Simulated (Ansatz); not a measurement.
ZrS2:

```
Zr S
1.0
     3.69138    0.00000    0.00000
    -1.84569    3.19683    0.00000
     0.00000    0.00000    6.04108
Zr S
1 2
Direct
  0.00000 0.00000 0.00000
  0.33333 0.66667 0.23791
  0.66667 0.33333 0.76209
```

The cell is a database's computed one.

* Program: Ansatz 0.2.0
* Task: relaxation of cell and atoms
* Functional: LDA
* Potentials or basis: Ansatz PAW
* Cutoff: 420 eV (not typed: the program's choice for these potentials)
* k mesh: 8 × 8 × 5
* Occupations: fermi-dirac, width 0.05 eV
* Spin: no spin polarisation

At the start: volume 23.76 Å³/atom.

Problem. Where does the relaxation end?

Solution. It ends after 6 steps and the volume is 21.11 Å³/atom (-11.2 %); space group P-3m1 (No. 164, to 0.05 Å).

The path:
```
step  energy change (eV)  largest force (eV/Å)  volume (Å³)
   1              0.0000                0.3001        71.29
   2             -0.0403                0.1408        62.21
   3             -0.0815                0.0176        64.49
   4             -0.0850                0.0179        63.22
   5             -0.0850                0.0005        63.33
   6             -0.0843                0.0006        63.33
```

Final structure:
```cif
data_structure
_symmetry_space_group_name_H-M 'P 1'
_symmetry_Int_Tables_number 1
_cell_length_a 3.5964
_cell_length_b 3.5964
_cell_length_c 5.6538
_cell_angle_alpha 90.000
_cell_angle_beta 90.000
_cell_angle_gamma 120.000
_cell_volume 63.33
loop_
_atom_site_label
_atom_site_type_symbol
_atom_site_fract_x
_atom_site_fract_y
_atom_site_fract_z
_atom_site_occupancy
Zr1 Zr 0.00000 0.00000 0.00000 1
S1 S 0.33333 0.66667 0.25662 1
S2 S 0.66667 0.33333 0.74338 1
```

Caveat: the plane-wave basis is chosen anew once the cell has moved, so the energies of steps on either side of that aren't comparable; the PAW data sets come from PBE, with cores solved anew for the run's functional, which leaves a small shift of forces and pressure.
